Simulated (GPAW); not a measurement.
SnTe:

```
Te Sn
1.0
     3.90470    0.00000    0.00000
     0.00000    3.90470    0.00000
     0.00000    0.00000    3.90470
Te Sn
1 1
Cartesian
  1.9524 1.9524 1.9524
  0.0000 0.0000 0.0000
```

Measurements of this composition are mostly on another form, of space group No. 225.

Base run:

| Quantity | Value |
| --- | --- |
| Program | GPAW 26.7.0 |
| Functional | PBE |
| Potentials or basis | GPAW PAW data sets (gpaw-data 1.2.1) |
| Cutoff | 500 eV |
| Basis | pw |
| k mesh | 6 × 6 × 6 |
| Occupations | fermi-dirac, width 0.05 eV |
| Spin | no spin polarisation |

Its results: band gap on the k mesh none (metal or under the smearing width); pressure -0.7 GPa.

**Question.** The run is repeated on the same cell with these changes: functional from PBE to BLYP; potentials or basis from GPAW PAW data sets (gpaw-data 1.2.1) to PAW data sets generated in the run's folder for this functional. What comes out?

**Answer.** Band gap on the k mesh none (metal or under the smearing width); pressure 3.9 GPa.

Caveats: the cutoff is short for stress and forces, so pressures can be off by a GPa or more.
